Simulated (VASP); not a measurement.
# InP (F-43m) in VASP: settings compared

The runs below take InP through equation of state, with PBEsol, PBE.

Everything below comes from runs of VASP 6.6.1. Logs are shortened: lines on timing, memory, paths and dates and some standing lists are left out, and cuts for length are marked.

**The experiment to reproduce.**

From a printed reference work, data compilation, for a bulk crystal of InP: bulk modulus 71 GPa.

How close the calculation comes is told below.

## (1) Starting point

Symmetry: F-43m, No. 216, cubic system. The conventional cell has a = 5.861 Å, b = 5.861 Å, c = 5.861 Å, α = 90.00°, β = 90.00°, γ = 90.00°. Around In (site symmetry -43m) lie 4 P at 2.54 Å. P (site symmetry -43m) is surrounded by 4 In at 2.54 Å.

## (2) Equation of state, PBEsol, 23.66 Å³/atom (volume scaled by 0.94)

INCAR reads:

```
SYSTEM = InP
PREC     = Accurate       ! precision mode
ENCUT    = 520            ! plane-wave cutoff, eV
EDIFF    = 1E-7           ! SCF threshold, eV
ISMEAR   = -1             ! smearing method
SIGMA    = 0.05           ! smearing width, eV
LREAL    = .False.        ! projectors in reciprocal space
LASPH    = .True.         ! aspherical terms in the spheres
NELM     = 100            ! most SCF steps
ALGO     = Normal         ! electronic algorithm
ISIF     = 2              ! what is computed and relaxed
LWAVE    = .False.        ! write WAVECAR
LCHARG   = .False.        ! write CHGCAR
GGA      = PS             ! functional
NBANDS   = 16             ! bands
```

KPOINTS reads:

```
Automatic mesh
0
Gamma
  8 8 8
  0 0 0
```

POSCAR reads:

```
InP
1.0
    0.0000000000      2.8706770916      2.8706770916
    2.8706770916      0.0000000000      2.8706770916
    2.8706770916      2.8706770916      0.0000000000
In P
1 1
Direct
    0.0000000000      0.0000000000      0.0000000000
    0.7500000000      0.7500000000      0.7500000000
```

Potentials or basis: VASP PAW PBE potentials, release 64 (In_d, P).

The run is started by

```
cat potpaw_PBE.64/In_d/POTCAR potpaw_PBE.64/P/POTCAR > POTCAR
mpirun -np 1 vasp_std > vasp.out
```

OUTCAR:

```text
SYSTEM = InP
   PREC = Accurate
   ENCUT = 520
   EDIFF = 1E-7
   ISMEAR = -1
   LREAL = .False.
   LASPH = .True.
   NELM = 100
   ISIF = 2
   GGA = PS

 Found     29 irreducible k-points:

 Following reciprocal coordinates:
            Coordinates               Weight
  0.000000  0.000000  0.000000      1.000000
  0.125000  0.000000  0.000000      8.000000
  0.250000  0.000000  0.000000      8.000000
  0.375000  0.000000  0.000000      8.000000
  0.500000  0.000000  0.000000      4.000000
  0.125000  0.125000  0.000000      6.000000
   k-points           NKPTS =     29   k-points in BZ     NKDIM =     29   number of bands    NBANDS=     16
   number of dos      NEDOS =    301   number of ions     NIONS =      2
   total plane-waves  NPLWV =  27000
   dimension x,y,z NGX =    30 NGY =   30 NGZ =   30
   dimension x,y,z NGXF=    60 NGYF=   60 NGZF=   60
   ions per type =               1   1
   NGX,Y,Z   is equivalent  to a cutoff of  12.28, 12.28, 12.28 a.u.
   NGXF,Y,Z  is equivalent  to a cutoff of  24.57, 24.57, 24.57 a.u.
 SYSTEM =  InP
   PREC   = accura    normal or accurate (medium, high low for compatibility)
   ISTART =      0    job   : 0-new  1-cont  2-samecut
   ICHARG =      2    charge: 1-file 2-atom 10-const
   ISPIN  =      1    spin polarized calculation?
   LNONCOLLINEAR =      F non collinear calculations
   LSORBIT =      F    spin-orbit coupling
   LASPH  =      T    aspherical Exc in radial PAW
   ENCUT  =  520.0 eV  38.22 Ry    6.18 a.u.   7.55  7.55  7.55*2*pi/ulx,y,z
   NELM   =    100;   NELMIN=  2; NELMDL= -5     # of ELM steps
   EDIFF  = 0.1E-06   stopping-criterion for ELM
   LREAL  =      F    real-space projection
   EDIFFG = 0.1E-05   stopping-criterion for IOM
   NSW    =      0    number of steps for IOM
   IBRION =     -1    ionic relax: 0-MD 1-quasi-New 2-CG
   NFREE  =      0    steps in history (QN), initial steepest desc. (CG)
   ISIF   =      2    stress and relaxation
   ISYM   =      2    0-nonsym 1-usesym 2-fastsym
   POTIM  = 0.5000    time-step for ionic-motion
   TEBEG  =    0.0;   TEEND  =   0.0 temperature during run
   PSTRESS=    0.0 pullay stress
   NELECT =      18.0000    total number of electrons
   NUPDOWN=      -1.0000    fix difference up-down
   EMIN   =  10.00;   EMAX   =-10.00  energy-range for DOS
   EFERMI =   0.00;   METHOD = LEGACY
   ISMEAR =    -1;   SIGMA  =   0.05  broadening in eV -4-tet -1-fermi 0-gaus
   EFERMI_NEDOS =   21; number of points for ismear=-14 and -15
   IALGO  =     38    algorithm
   IMIX   =      4    mixing-type and parameters
     AMIX     =   0.40;   BMIX     =  1.00
     AMIX_MAG =   1.60;   BMIX_MAG =  1.00
  volume/ion in A,a.u.               =      23.66       159.64
  Fermi-wavevector in a.u.,A,eV,Ry     =   1.186237  2.241662 19.145537  1.407157
  Thomas-Fermi vector in A             =   2.322414
   LORBIT       =      0    0 simple, 1 ext, 2 COOP (PROOUT), +10 PAW based schemes
   GGA     = PS    functional components
   LHFCALC =     F    Hartree Fock is set to
   AEXX    =    0.0000 exact exchange contribution
   IVDW    =     0    specifies the selected vdW correction
   LEPSILON=     F    determine dielectric tensor
   LRPA    =     F    only Hartree local field effects (RPA)
 non-spin polarized calculation
  energy-cutoff  :      520.00
  volume of cell :       47.31
 maximum number of plane-waves:      1288
   NGX = 15   NGY = 15   NGZ = 15

 number of electron      17.9999999 magnetization

 Free energy of the ion-electron system (eV)
  ---------------------------------------------------
  ext. energy  EPLUGINS =         0.00000000
  ---------------------------------------------------
  free energy    TOTEN  =        -9.09779724 eV

  energy without entropy =       -9.09779664  energy(sigma->0) =       -9.09779694

 E-fermi :   6.2988     XC(G=0):  -9.7543

 val. band max:        5.7969541318   @ k =   0.0000   0.0000   0.0000
 cond. band min:       6.7411263748   @ k =   0.0000   0.0000   0.0000
 fundamental gap:      0.9441722430
 Fermi energy:         6.2988425366

 k-point     1 :       0.0000    0.0000    0.0000
  band No.  band energies     occupation
      1      -8.5001      2.00000
      2      -8.5001      2.00000
      3      -8.5001      2.00000
      4      -8.3115      2.00000
      5      -8.3115      2.00000
      6      -6.1989      2.00000
      7       5.7970      1.99991
      8       5.7970      1.99991
      9       5.7970      1.99991
     10       6.7411      0.00029
     11       9.8007      0.00000
     12       9.8007      0.00000
     13       9.8007      0.00000
     14      14.4456      0.00000
     15      15.3247      0.00000
     16      15.3247      0.00000

 k-point     2 :       0.1250    0.0000    0.0000
  band No.  band energies     occupation
      1      -8.5260      2.00000
      2      -8.4908      2.00000
      3      -8.4908      2.00000
      4      -8.3115      2.00000
      5      -8.3115      2.00000
      6      -5.9996      2.00000
      7       4.2238      2.00000
      8       5.5854      2.00000
      9       5.5854      2.00000
     10       7.6150      0.00000
     11      10.0048      0.00000
     12      10.1052      0.00000
     13      10.1052      0.00000
     14      14.6081      0.00000
     15      14.6081      0.00000
     16      15.2360      0.00000

 k-point     3 :       0.2500    0.0000    0.0000
  band No.  band energies     occupation
      1      -8.5833      2.00000
      2      -8.4710      2.00000
      3      -8.4710      2.00000
      4      -8.3085      2.00000
      5      -8.3085      2.00000
      6      -5.4420      2.00000
      7       2.1793      2.00000
      8       5.1711      2.00000
      9       5.1711      2.00000
     10       7.6690      0.00000
     11      10.5509      0.00000
     12      10.5509      0.00000
     13      11.1960      0.00000
     14      14.3729      0.00000
     15      14.3729      0.00000
     16      14.8659      0.00000

 k-point     4 :       0.3750    0.0000    0.0000
  band No.  band energies     occupation
      1      -8.6352      2.00000
      2      -8.4563      2.00000
      3      -8.4563      2.00000
      4      -8.2999      2.00000
      5      -8.2999      2.00000
      6      -4.6820      2.00000
      7       0.4374      2.00000
      8       4.8376      2.00000
      9       4.8376      2.00000
     10       7.4375      0.00000
     11      10.5923      0.00000
     12      10.5923      0.00000
     13      12.5023      0.00000
     14      14.7468      0.00000
     15      15.3746      0.00000
     16      15.3746      0.00000

 k-point     5 :       0.5000    0.0000    0.0000
  band No.  band energies     occupation
      1      -8.6555      2.00000
      2      -8.4519      2.00000
      3      -8.4519      2.00000
      4      -8.2945      2.00000
      5      -8.2945      2.00000
      6      -4.2307      2.00000
      7      -0.3537      2.00000
      8       4.7150      2.00000
      9       4.7150      2.00000
     10       7.3420      0.00000
     11      10.5296      0.00000
     12      10.5296      0.00000
     13      12.8431      0.00000
     14      15.4159      0.00000
     15      16.5532      0.00000
     16      16.5532      0.00000

 k-point     6 :       0.1250    0.1250    0.0000
  band No.  band energies     occupation
      1      -8.5434      2.00000
      2      -8.4818      2.00000
      3      -8.4818      2.00000
      4      -8.3196      2.00000
      5      -8.3051      2.00000
      6      -5.9344      2.00000
      7       4.2671      2.00000
      8       5.2102      2.00000
      9       5.2102      2.00000
     10       8.1896      0.00000
     11       9.1128      0.00000
     12      10.6042      0.00000
     13      10.6042      0.00000
     14      13.5265      0.00000
     15      15.4616      0.00000
     16      15.7234      0.00000

 [... further k-points ...]

------------------------ aborting loop because EDIFF is reached ----------------------------------------

  FORCE on cell =-STRESS in cart. coord.  units (eV):
  Direction    XX          YY          ZZ          XY          YZ          ZX
  --------------------------------------------------------------------------------------
  -------------------------------------------------------------------------------------
  Total        1.6313917      1.6313917      1.6313917     -0.0000000      0.0000000     -0.0000000
  in kB       55.2440879     55.2440879     55.2440879     -0.0000000      0.0000000     -0.0000000
  external PRESSURE =      55.2440879 kB  Pullay stress =       0.0000000 kB

 VOLUME and BASIS-vectors are now :
 -----------------------------------------------------------------------------
  energy-cutoff  :      520.00
  volume of cell :       47.31
      direct lattice vectors                 reciprocal lattice vectors
     0.000000000  2.870677092  2.870677092    -0.174174936  0.174174936  0.174174936
     2.870677092  0.000000000  2.870677092     0.174174936 -0.174174936  0.174174936
     2.870677092  2.870677092  0.000000000     0.174174936  0.174174936 -0.174174936

 POSITION                                       TOTAL-FORCE (eV/Angst)
 -----------------------------------------------------------------------------------
      0.00000      0.00000      0.00000        -0.000000      0.000000      0.000000
      4.30602      4.30602      4.30602         0.000000     -0.000000     -0.000000
 -----------------------------------------------------------------------------------
    total drift:                                0.000000      0.000000      0.000000

  FREE ENERGIE OF THE ION-ELECTRON SYSTEM (eV)
  ---------------------------------------------------
  free  energy   TOTEN  =        -9.0977972398 eV

  energy  without entropy=       -9.0977966412  energy(sigma->0) =       -9.09779694
```

Run time: 27 s. Hardware: 1 thread of AMD EPYC 7R43 (Zen 3), shared host; peak memory 0.14 GiB.

What came out:

| Item | Value |
| --- | --- |
| Free energy | -9.0978 eV |
| Pressure | 5.5 GPa |
| Band gap on the k mesh | 0.94 eV, direct |

Caveat: the PAW data sets were made with another functional, which shifts forces and pressure a little; spin-orbit coupling is left out, which moves the levels of the heavy elements.

## (3) Equation of state, PBEsol, 24.16 Å³/atom (volume scaled by 0.96)

INCAR is that of step 2.

KPOINTS is that of step 2.

POSCAR reads:

```
InP
1.0
    0.0000000000      2.8908937935      2.8908937935
    2.8908937935      0.0000000000      2.8908937935
    2.8908937935      2.8908937935      0.0000000000
In P
1 1
Direct
    0.0000000000      0.0000000000      0.0000000000
    0.7500000000      0.7500000000      0.7500000000
```

Potentials or basis: VASP PAW PBE potentials, release 64 (In_d, P).

The run is started by

```
cat potpaw_PBE.64/In_d/POTCAR potpaw_PBE.64/P/POTCAR > POTCAR
mpirun -np 1 vasp_std > vasp.out
```

Wall time 28 s (1 thread of AMD EPYC 7R43 (Zen 3), shared host); peak memory 0.14 GiB.

The run converged. Its results:

- Free energy: -9.1270 eV
- Pressure: 3.7 GPa
- Band gap on the k mesh: 0.83 eV, direct

Caveat: the PAW data sets were made with another functional, which shifts forces and pressure a little; spin-orbit coupling is left out, which moves the levels of the heavy elements.

[end of part 1 of 2]
